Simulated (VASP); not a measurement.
Input of a VASP 6.6.1 run:

Contents of INCAR:

```
ALGO = Normal ; EDIFF = 1E-6
EDIFFG = -0.01 ; ENCUT = 520
GGA = PS ; IBRION = 2
ISIF = 2 ; ISMEAR = -1
IVDW = 13 ; LASPH = True
LCHARG = False ; LDAU = True
LDAUJ = 0 ; LDAUL = 2
LDAUPRINT = 1 ; LDAUTYPE = 2
LDAUU = 2 ; LMAXMIX = 4
LREAL = False ; LWAVE = False
NELM = 100 ; NSW = 40
PREC = Accurate ; SIGMA = 0.02
```

Re.cif

```cif
data_Re
_cell_length_a 2.73378579
_cell_length_b 2.78417504
_cell_length_c 2.80050082
_cell_angle_alpha 91.21903429
_cell_angle_beta 118.90436486
_cell_angle_gamma 118.89606905
_space_group_name_H-M_alt 'P-1'
_space_group_name_Hall '-P 1'
_space_group_IT_number 2
loop_
_space_group_symop_operation_xyz
'x,y,z'
'-x,-y,-z'
loop_
_atom_site_label
_atom_site_type_symbol
_atom_site_symmetry_multiplicity
_atom_site_Wyckoff_symbol
_atom_site_fract_x
_atom_site_fract_y
_atom_site_fract_z
_atom_site_occupancy
Re1 Re 1 a 0.0000000000 0.0000000000 0.0000000000 1
```

File KPOINTS:

```
k-points
0
Gamma
  13 11 11
```

Contents of POSCAR:

```
Re
 1.0000000000000000
     2.7337857900000002    0.0000000000000000    0.0000000000000000
    -1.3453755171859267    2.4375387937663069    0.0000000000000000
    -1.3536194830453356   -0.8151689870881099    2.3121458994688235
 Re 
   1
Cartesian
  0.0000000000000000  0.0000000000000000  0.0000000000000000
```

Potentials or basis: VASP PAW PBE potentials, release 54 (Re).

The run is started by

```console
$ ase convert -i cif -o vasp Re.cif POSCAR
$ cat potpaw_PBE.54/Re/POTCAR > POTCAR
$ mpirun -np 1 vasp_std > vasp.out
```

**Question.** Predict the dispersion energy per atom.

**Answer.** -0.395 eV.

**Question.** Estimate the band gap on the k mesh.

**Answer.** None (metal or under the smearing width).

Eigenvalues of the final occupation matrices:
```tsv
site	spin	trace	eigenvalues
site 1 d	1	2.40	0.41 0.42 0.52 0.52 0.53
site 1 d	2	2.40	0.41 0.42 0.52 0.52 0.53
```

Caveat: the relaxation stopped at its first step, so nothing moved; U without spin polarisation on a metal has little footing; the U is typed as a test and isn't derived for this compound. Spin-orbit coupling is left out, which matters for the levels of Re.
